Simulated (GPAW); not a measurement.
Runs of GPAW 26.7.0 on AlRu. Symmetry: Pm-3m, No. 221, cubic system. The conventional cell has a = 2.992 Å, b = 2.992 Å, c = 2.992 Å, α = 90.00°, β = 90.00°, γ = 90.00°. Ru (site symmetry m-3m) is surrounded by 8 Al at 2.59 Å. Al (site symmetry m-3m) has 8 Ru at 2.59 Å as nearest neighbours. 

```csv
task,level,potentials or basis,cell,k mesh,cutoff (eV),maxiter,convergence,data set,band path,band points,gap on the mesh (eV),pressure (GPa),V0 of scaled cells (Å³/atom),B0 (GPa)
single point,LDA,"the program's PAW data sets (release 1.2.1) made for this functional, other valence, pw",as given,7 × 7 × 7,450,120,default,Ru 8,-,-,none,-5.3,-,-
single point,PBEsol,"PAW data sets generated in the run's folder for this functional, pw",as given,9 × 9 × 9,600,150,-,-,-,-,none,-2.6,-,-
single point,PBEsol,"PAW data sets generated in the run's folder for this functional, pw","atoms moved at random, drawn with an rms of 0.05 Å",9 × 9 × 9,600,150,-,-,-,-,none,-2.0,-,-
equation of state,LDA,"the program's PAW data sets (release 1.2.1) made for this functional, pw",as given,9 × 9 × 9,600,150,-,-,-,-,-,-,(a),231
band structure,LDA,"the program's PAW data sets (release 1.2.1) made for this functional, pw",as given,9 × 9 × 9,600,150,-,-,"GXMGRX,MR",100,-,(b),-,-
equation of state,PBEsol,"PAW data sets generated in the run's folder for this functional, pw",as given,9 × 9 × 9,600,150,-,-,-,-,-,-,13.24,218
band structure,PBEsol,"PAW data sets generated in the run's folder for this functional, pw",as given,9 × 9 × 9,600,150,-,-,"GXMGRX,MR",100,-,-2.6,-,-
```

Alike in all rows: no spin polarisation; smearing fermi-dirac 0.05 eV.

Q: Fill in the values left out.

A: (a) 12.93; (b) -7.6.

Caveats: the cutoff is short for stress and forces, so pressures can be off by a GPa or more (some runs).

A k mesh can miss the band edges, and the runs leave out spin-orbit coupling on Ru.

A gap of «none» marks a metal or a gap under the smearing width.

The runs don't all hold the same shells in valence.
